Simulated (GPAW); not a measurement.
# BAs (F-43m) in GPAW: reference runs

Reference runs on BAs: the cell as given and a disturbed copy.

Everything below comes from runs of GPAW 26.7.0. Logs are shortened: lines on timing, memory, paths and dates and some standing lists are left out, and cuts for length are marked. The log counts tension as positive stress, the text compression.

**Experimental background.**

“Basic Physical Properties of Cubic Boron Arsenide”, 2019, arxiv:1911.11281 quotes, for a bulk crystal of BAs: bulk modulus 148 GPa.

How close the calculation comes is told below.

## (1) The structure

Symmetry: F-43m, No. 216, cubic system. The conventional cell has a = 4.777 Å, b = 4.777 Å, c = 4.777 Å, α = 90.00°, β = 90.00°, γ = 90.00°. As (site symmetry -43m) has 4 B at 2.07 Å as nearest neighbours. B (site symmetry -43m) is surrounded by 4 As at 2.07 Å.

## (2) Single point, PBEsol

run.py

```python
from ase import Atoms
from ase.dft.bandgap import bandgap
from ase.io import write
from ase.units import GPa
from gpaw import GPAW, PW, setup_paths

setup_paths.insert(0, '.')

atoms = Atoms(['As', 'B'],
              cell=[[0.0, 2.3885, 2.3885],
                    [2.3885, 0.0, 2.3885],
                    [2.3885, 2.3885, 0.0]],
              scaled_positions=[[0.75, 0.75, 0.75],
                                [0.0, 0.0, 0.0]],
              pbc=True)

calc = GPAW(mode=PW(800),
            xc='PBEsol',
            kpts={'size': (10, 10, 10), 'gamma': True},
            occupations={'name': 'fermi-dirac', 'width': 0.05},
            nbands=11,
            convergence={'density': 1e-05, 'energy': 1e-05},
            maxiter=150,
            txt='gpaw.txt')
atoms.calc = calc
energy = atoms.get_potential_energy()
forces = atoms.get_forces()
stress = atoms.get_stress()
calc.write('gs.gpw')
write('result.traj', atoms)
print(f'Energy: {energy:.6f} eV')
print('Forces (eV/A):')
print(forces.round(4))
print('Stress (GPa):', (stress / GPa).round(3))
print('Fermi level:', round(calc.get_fermi_level(), 4), 'eV')
print(f'Gap: {bandgap(calc)[0]:.4f} eV, direct: {bandgap(calc, direct=True)[0]:.4f} eV')
```

Potentials or basis: PAW data sets generated in the run's folder for this functional, pw.

On the command line:

```
gpaw-setup -f PBEsol As B
OMP_NUM_THREADS=1 python run.py
```

gpaw.txt:

```text
__  _  _
 | _ |_)|_||  |
 |__||  | ||/\| - 26.7.0

Input parameters:
  mode=PW(ecut=800.0),
  convergence={'density': 1e-05, 'energy': 1e-05},
  kpts=MonkhorstPack(size=(10, 10, 10), gamma=True),
  maxiter=150,
  nbands=11,
  occupations=Occupations(name='fermi-dirac', width=0.05),
  xc=XC(name='PBEsol')

Diagonalizing LCAO Hamiltonian
Converting LCAO to pw mode

                   As

       B

Atoms  # Å, Bohr magnetons
|   | symbol |        x |        y |        z |    initial magnetic moments |
|---|--------|----------|----------|----------|-----------------------------|
| 0 |     As | 3.582750 | 3.582750 | 3.582750 | ( 0.0000,  0.0000,  0.0000) |
| 1 |      B | 0.000000 | 0.000000 | 0.000000 | ( 0.0000,  0.0000,  0.0000) |

Unit cell  # Å
| periodic |        x |        y |        z |  lengths |    angles |
|----------|----------|----------|----------|----------|-----------|
|      yes | 0.000000 | 2.388500 | 2.388500 | 3.377849 | 60.000000 |
|      yes | 2.388500 | 0.000000 | 2.388500 | 3.377849 | 60.000000 |
|      yes | 2.388500 | 2.388500 | 0.000000 | 3.377849 | 60.000000 |

Number of symmetries: 24
Symmetry operations  # r_c * U_cc + t_c -> r_c
|    | kind |            matrix            |
|----|------|------------------------------|
|  0 |  E   |  1, 0, 0,  0, 1, 0,  0, 0, 1 |
|  1 |  σ   |  1, 0, 0,  0, 0, 1,  0, 1, 0 |
|  2 |  σ   |  1, 0,-1,  0, 1,-1,  0, 0,-1 |
|  3 |  C3  |  1, 0,-1,  0, 0,-1,  0, 1,-1 |
|  4 |  C3  |  1,-1, 0,  0,-1, 1,  0,-1, 0 |
|  5 |  σ   |  1,-1, 0,  0,-1, 0,  0,-1, 1 |
|  6 |  σ   |  0, 1, 0,  1, 0, 0,  0, 0, 1 |
|  7 |  C3  |  0, 1, 0,  0, 0, 1,  1, 0, 0 |
|  8 |  C2  |  0, 1,-1,  1, 0,-1,  0, 0,-1 |
|  9 |  S4  |  0, 1,-1,  0, 0,-1,  1, 0,-1 |
| 10 |  C3  |  0, 0, 1,  1, 0, 0,  0, 1, 0 |
| 11 |  σ   |  0, 0, 1,  0, 1, 0,  1, 0, 0 |
| 12 |  S4  |  0, 0,-1,  1, 0,-1,  0, 1,-1 |
| 13 |  C3  |  0, 0,-1,  0, 1,-1,  1, 0,-1 |
| 14 |  S4  |  0,-1, 1,  1,-1, 0,  0,-1, 0 |
| 15 |  C2  |  0,-1, 1,  0,-1, 0,  1,-1, 0 |
| 16 |  C3  |  0,-1, 0,  1,-1, 0,  0,-1, 1 |
| 17 |  S4  |  0,-1, 0,  0,-1, 1,  1,-1, 0 |
| 18 |  S4  | -1, 1, 0, -1, 0, 1, -1, 0, 0 |
| 19 |  C3  | -1, 1, 0, -1, 0, 0, -1, 0, 1 |
| 20 |  C3  | -1, 0, 1, -1, 1, 0, -1, 0, 0 |
| 21 |  S4  | -1, 0, 1, -1, 0, 0, -1, 1, 0 |
| 22 |  σ   | -1, 0, 0, -1, 1, 0, -1, 0, 1 |
| 23 |  C2  | -1, 0, 0, -1, 0, 1, -1, 1, 0 |

BZ-sampling:
  Number of BZ points: 1000
  Number of IBZ points: 47

  Monkhorst-Pack size: [10, 10, 10]
  Monkhorst-Pack shift: [0.05, 0.05, 0.05]

K-points  # in reciprocal-cell coordinates
|     |                                coordinates |     weight |
|-----|--------------------------------------------|------------|
|   0 | (  0.00000000,   0.00000000,   0.00000000) | 0.00100000 |
|   1 | (  0.10000000,   0.10000000,   0.00000000) | 0.00600000 |
|   2 | (  0.10000000,   0.10000000,   0.10000000) | 0.00800000 |
|   3 | (  0.20000000,   0.10000000,   0.10000000) | 0.01200000 |
|   4 | (  0.20000000,   0.20000000,   0.00000000) | 0.00600000 |
|   5 | (  0.20000000,   0.20000000,   0.10000000) | 0.02400000 |
|   6 | (  0.20000000,   0.20000000,   0.20000000) | 0.00800000 |
|   7 | (  0.30000000,   0.20000000,   0.10000000) | 0.02400000 |
|   8 | (  0.30000000,   0.20000000,   0.20000000) | 0.02400000 |
|   9 | (  0.30000000,   0.30000000,   0.00000000) | 0.00600000 |
| ... |                                            |            |
|  46 | (  0.50000000,   0.50000000,   0.50000000) | 0.00400000 |

Plane wave coefficients: 1422
Cutoff: 800.0 eV

Spin-components: 1 (collinear spins)
Bands:           11
Projectors:      10
Spin-degeneracy: 2
Datatype:        complex128

Parallelization:
  kpt:    1
  domain: 1
  band:   1

Density:
  Valence electrons: 8.0
  Components: 1
  Grid points: [24 24 24]
  Charge: 0.0  # |e|

Potential:
  Grid points: [24 24 24]

species:
  As:
    name:    Arsenic
    Z:       33.0
    valence: 5
    core:    28
    charge:  0.0  # [|e|]
    compensation charges:
      type: gauss
      rc: 0.33  # [Å]
      lmax: 2
    cutoffs:
      filter: 1.87  # [Å]
      core: 2.96  # [Å]
    projectors
    | kind |    occ | energy [eV] | rcut [Å] |
    |------|--------|-------------|----------|
    |   4s |  2.000 |     -14.495 |    1.058 |
    |   4p |  3.000 |      -5.197 |    1.058 |
    |    s |        |      12.716 |    1.058 |
    |    p |        |      22.014 |    1.058 |
    |    d |        |       0.000 |    1.058 |

    Using partial waves for As as LCAO basis

  B:
    name:    Boron
    Z:       5.0
    valence: 3
    core:    2
    charge:  0.0  # [|e|]
    compensation charges:
      type: gauss
      rc: 0.20  # [Å]
      lmax: 2
    cutoffs:
      filter: 1.14  # [Å]
      core: 1.42  # [Å]
    projectors
    | kind |    occ | energy [eV] | rcut [Å] |
    |------|--------|-------------|----------|
    |   2s |  2.000 |      -9.361 |    0.635 |
    |   2p |  1.000 |      -3.555 |    0.635 |
    |    s |        |      17.850 |    0.635 |
    |    p |        |      23.657 |    0.635 |
    |    d |        |       0.000 |    0.635 |

    Using partial waves for B as LCAO basis

Reference energy: -62125.300425  # eV

eigensolver:
  PPCG
  Converge bands: occupied
  niter=2

density mixing:
  MSR1-Mixer
  Pratt-step length: 0.05
  Maximum mixing coefficient: 0.75
  Old densities: 10
  SVD Regularization: 0.005
  Good broyden scale: 1.0
  Trust region scale: 1.0
  Backstep threshold: 4.0
  History deletion threshold: 6.0
  Fourier metric: weight=20.0, sigma=0.015

occupation numbers:
  Fermi-Dirac:
    width: 0.0500  # eV

poisson solver:
  ecut: 6400.0  # eV

xc functional:
  name: PBEsol with 2 nearest neighbor stencil

convergence criteria:
- Maximum integral of absolute [dens]ity change: 1e-05 electrons / valence electron
- Maximum [total energy] change in last 3 cyles: 1e-05 eV / valence electron
- Maximum integral of absolute [eigenst]ate change: 4e-08 eV^2 / valence electron
maximum number of iterations: 150

SCF iterations
|iter     | |      energy | eigst |  dens |
|---------|-|-------------|-------|-------|
|iter:   1| |  -12.845653 | -0.27 |       |
|iter:   2| |  -12.730303 | -2.33 | -0.73 |
|iter:   3| |  -12.264043 | -1.76 | -0.77 |
|iter:   4| |  -12.259046 | -3.20 | -1.47 |
|iter:   5| |  -12.259039 | -4.15 | -1.93 |
|iter:   6| |  -12.259053c| -5.57 | -2.68 |
|iter:   7| |  -12.259054c| -7.35 | -3.72 |
|iter:   8| |  -12.259054c| -7.75c| -4.21 |
|iter:   9| |  -12.259054c| -8.79c| -5.51c|

Converged in 9 steps
Energy contributions relative to reference atoms: (reference = -62125.300425)

Energy contributions:
  Kinetic:          19.922480
  Coulomb:         -17.718383
  Zero:             -0.005589
  External:          0.000000
  Xc:              -14.457561
  Entropy:          -0.000000
  Spinorbit:         0.000000
  ----------------------------
  Free energy:     -12.259054
  Extrapolated:    -12.259054

dipole moment: (-3.231094, -3.231094, -3.231094)  # |e|*Ang

Fermi level: 8.411
Eigenvalues  # (at kpt = [0.000, 0.000, 0.000])
| band index |      eig [eV] | occ [0-2] |
|------------|---------------|-----------|
|          0 |        -7.540 |     2.000 |
|          1 |         7.886 |     2.000 |
|          2 |         7.886 |     2.000 |
|          3 |         7.886 |     2.000 |
|          4 |        11.144 |     0.000 |
|          5 |        11.144 |     0.000 |
|          6 |        11.144 |     0.000 |
|          7 |        12.598 |     0.000 |
|          8 |        17.299 |     0.000 |
|          9 |        20.944 |     0.000 |
|         10 |        20.945 |     0.000 |

Gap: 1.084 eV
Transition (v -> c):
  (s=0, k=0, n=3, [0.00, 0.00, 0.00]) -> (s=0, k=24, n=4, [0.40, 0.40, 0.00])
Direct/indirect transitions are different
Direct gap: 3.258 eV
Transition at: (s=0, k=0, n=3, [0.00, 0.00, 0.00])

Forces  # eV/Ang
|       x |       y |        z |
|---------|---------|----------|
| 0.00000 | 0.00000 |  0.00000 |  # As   0
| 0.00000 | 0.00000 | -0.00000 |  # B    1

Stress tensor  # eV/Ang^3
|         x |         y |         z |
|-----------|-----------|-----------|
|  0.001749 | -0.000000 | -0.000000 |
| -0.000000 |  0.001749 | -0.000000 |
| -0.000000 | -0.000000 |  0.001749 |

# Writing to gs.gpw (mode='')
```

Run time: 19 s. Hardware: 1 thread of Arm Neoverse V1, shared host; peak memory 0.16 GiB.

Results:

```
Free energy            : -12.2591 eV
Pressure               : -0.3 GPa
Band gap on the k mesh : 1.08 eV, indirect (least direct gap 3.26 eV)
```

## (3) Single point, PBEsol (atoms moved at random, drawn with an rms of 0.05 Å)

run.py, as its differences from that of step 2:

```diff
@@ -12,4 +12,4 @@
                     [2.3885, 2.3885, 0.0]],
-              scaled_positions=[[0.75, 0.75, 0.75],
-                                [0.0, 0.0, 0.0]],
+              scaled_positions=[[0.749623, 0.749586, 0.731697],
+                                [0.003312, -0.022267, -0.014858]],
               pbc=True)
```

Potentials or basis: PAW data sets generated in the run's folder for this functional, pw.

On the command line:

```
gpaw-setup -f PBEsol As B
OMP_NUM_THREADS=1 python run.py
```

gpaw.txt:

```text
__  _  _
 | _ |_)|_||  |
 |__||  | ||/\| - 26.7.0

Input parameters:
  mode=PW(ecut=800.0),
  convergence={'density': 1e-05, 'energy': 1e-05},
  kpts=MonkhorstPack(size=(10, 10, 10), gamma=True),
  maxiter=150,
  nbands=11,
  occupations=Occupations(name='fermi-dirac', width=0.05),
  xc=XC(name='PBEsol')

Diagonalizing LCAO Hamiltonian
Converting LCAO to pw mode

                   As

       B

Atoms  # Å, Bohr magnetons
|   | symbol |         x |         y |         z |    initial magnetic moments |
|---|--------|-----------|-----------|-----------|-----------------------------|
| 0 |     As |  3.538044 |  3.538133 |  3.580861 | ( 0.0000,  0.0000,  0.0000) |
| 1 |      B | -0.088673 | -0.027578 | -0.045274 | ( 0.0000,  0.0000,  0.0000) |

Unit cell  # Å
| periodic |        x |        y |        z |  lengths |    angles |
[... 156 lines left out ...]

Energy contributions:
  Kinetic:          20.082480
  Coulomb:         -17.834878
  Zero:             -0.005571
  External:          0.000000
  Xc:              -14.468319
  Entropy:          -0.000013
  Spinorbit:         0.000000
  ----------------------------
  Free energy:     -12.226301
  Extrapolated:    -12.226295

dipole moment: (10.715096, 3.699831, 3.861537)  # |e|*Ang

Fermi level: 8.625
Eigenvalues  # (at kpt = [0.000, 0.000, 0.000])
| band index |      eig [eV] | occ [0-2] |
|------------|---------------|-----------|
|          0 |        -7.544 |     2.000 |
|          1 |         7.509 |     2.000 |
|          2 |         7.774 |     2.000 |
|          3 |         8.392 |     1.981 |
|          4 |        10.767 |     0.000 |
|          5 |        11.218 |     0.000 |
|          6 |        11.433 |     0.000 |
|          7 |        12.593 |     0.000 |
|          8 |        17.288 |     0.000 |
|          9 |        20.943 |     0.000 |
|         10 |        21.000 |     0.000 |

Gap: 0.555 eV
Transition (v -> c):
  (s=0, k=0, n=3, [0.00, 0.00, 0.00]) -> (s=0, k=44, n=4, [0.00, 0.40, 0.40])
Direct/indirect transitions are different
Direct gap: 2.375 eV
Transition at: (s=0, k=0, n=3, [0.00, 0.00, 0.00])

Forces  # eV/Ang
|        x |        y |        z |
|----------|----------|----------|
| -0.69943 |  0.19466 | -0.68931 |  # As   0
|  0.69943 | -0.19466 |  0.68931 |  # B    1

Stress tensor  # eV/Ang^3
|         x |         y |         z |
|-----------|-----------|-----------|
|  0.000461 | -0.011339 |  0.002862 |
| -0.011339 | -0.000480 | -0.011510 |
|  0.002862 | -0.011510 |  0.000432 |

# Writing to gs.gpw (mode='')
```

stdout:

```text
Energy: -12.226295 eV
Forces (eV/A):
[[-0.6994  0.1947 -0.6893]
 [ 0.6994 -0.1947  0.6893]]
Stress (GPa): [ 0.074 -0.077  0.069 -1.844  0.459 -1.817]
Fermi level: 8.6253 eV
Gap: 0.5549 eV, direct: 2.3750 eV
```

Wall time 2.5 min (1 thread of Arm Neoverse V1, shared host); peak memory 0.42 GiB.

Results:

```
Free energy            : -12.2263 eV
Pressure               : 0.0 GPa
Largest force          : 1.001 eV/Å
Band gap on the k mesh : 0.55 eV, indirect (least direct gap 2.37 eV)
```

Forces in eV/Å, atoms in the order of the input:
```
As  -0.699  0.195 -0.689
B    0.699 -0.195  0.689
```

Levels at points of the mesh, in eV from the valence-band top:
| k point | band 2 | band 3 | band 4 | band 5 | band 6 | band 7 |
| --- | --- | --- | --- | --- | --- | --- |
| (0.00, 0.00, 0.00) | -0.88 | -0.62 | 0.00 | 2.37 | 2.83 | 3.04 |
| (0.00, 0.00, 0.50) | -9.37 | -2.60 | -2.02 | 2.16 | 3.85 | 4.68 |
| (0.00, 0.50, 0.00) | -9.10 | -2.49 | -2.28 | 2.07 | 3.97 | 4.27 |
| (0.00, 0.50, 0.50) | -9.03 | -4.70 | -4.50 | 0.69 | 0.94 | 10.76 |
| (0.50, 0.00, 0.00) | -9.37 | -2.60 | -2.02 | 2.16 | 3.85 | 4.68 |
| (0.50, 0.00, 0.50) | -9.04 | -4.64 | -4.54 | 0.78 | 0.85 | 10.86 |
| (0.50, 0.50, 0.00) | -9.03 | -4.70 | -4.50 | 0.69 | 0.94 | 10.77 |
| (0.50, 0.50, 0.50) | -9.49 | -2.51 | -2.07 | 2.21 | 4.00 | 4.65 |

## (4) Equation of state, PBEsol

run.py

```python
from ase import Atoms
from ase.eos import EquationOfState
from ase.io import Trajectory
from ase.units import GPa
from gpaw import GPAW, PW, setup_paths

setup_paths.insert(0, '.')

atoms = Atoms(['As', 'B'],
              cell=[[0.0, 2.3885, 2.3885],
                    [2.3885, 0.0, 2.3885],
                    [2.3885, 2.3885, 0.0]],
              scaled_positions=[[0.75, 0.75, 0.75],
                                [0.0, 0.0, 0.0]],
              pbc=True)

traj = Trajectory('eos.traj', 'w')
volumes, energies = [], []
for x in [0.94, 0.96, 0.98, 1.0, 1.02, 1.04, 1.06]:
    a = atoms.copy()
    a.set_cell(atoms.cell * x**(1 / 3), scale_atoms=True)
    calc = GPAW(mode=PW(800),
                xc='PBEsol',
                kpts={'size': (10, 10, 10), 'gamma': True},
                occupations={'name': 'fermi-dirac', 'width': 0.05},
                nbands=11,
                convergence={'density': 1e-05, 'energy': 1e-05},
                maxiter=150,
                txt=f'eos-{x:.2f}.txt')
    a.calc = calc
    energies.append(a.get_potential_energy(force_consistent=True))
    volumes.append(a.get_volume())
    p = -a.get_stress()[:3].mean() / GPa
    calc.write(f'eos-{x:.2f}.gpw')
    traj.write(a)
    print(f'{x:.2f} {volumes[-1]:10.4f} A^3 {energies[-1]:14.6f} eV {p:9.3f} GPa', flush=True)

v0, e0, B = EquationOfState(volumes, energies, eos='birchmurnaghan').fit()
print(f'V0 = {v0:.4f} A^3, E0 = {e0:.6f} eV, B0 = {B / GPa:.2f} GPa')
```

On the command line:

```
gpaw-setup -f PBEsol As B
OMP_NUM_THREADS=1 python run.py
```

Run time: 1.8 min. Hardware: 1 thread of Arm Neoverse V1, shared host; peak memory 0.25 GiB.

Results (log left out):

```
Equilibrium volume                      : 13.61 Å³/atom
Bulk modulus                            : 141 GPa
Pressure derivative of the bulk modulus : 4.1
```

Energy against volume, from the lowest point:
| volume (Å³/atom) | energy (meV/atom) |
| --- | --- |
| 12.809 | 23.09 |
| 13.081 | 9.70 |
| 13.354 | 2.20 |
| 13.626 | 0.00 |
| 13.899 | 2.60 |
| 14.171 | 9.52 |
| 14.444 | 20.33 |

## (5) Overview

| task | cell | gap on the mesh (eV) | pressure (GPa) |
| --- | --- | --- | --- |
| single point | as given | 1.08 | -0.3 |
| single point | atoms moved at random, drawn with an rms of 0.05 Å | 0.55 | 0.0 |
| equation of state | as given | - | - |

Alike in all rows: level PBEsol; potentials or basis PAW data sets generated in the run's folder for this functional, pw; no spin polarisation; k mesh 10 × 10 × 10; cutoff (eV) 800; smearing fermi-dirac 0.05 eV.

Absolute energies hang on the potentials; compare differences alone.

## (6) How close it comes

Step 4. Measured bulk modulus of BAs: 148 GPa (quoted in “Basic Physical Properties of Cubic Boron Arsenide”, 2019, arxiv:1911.11281). This calculation gives 141 GPa (-4.5 %). The fit is for a static lattice scaled at fixed shape and fixed fractional positions.
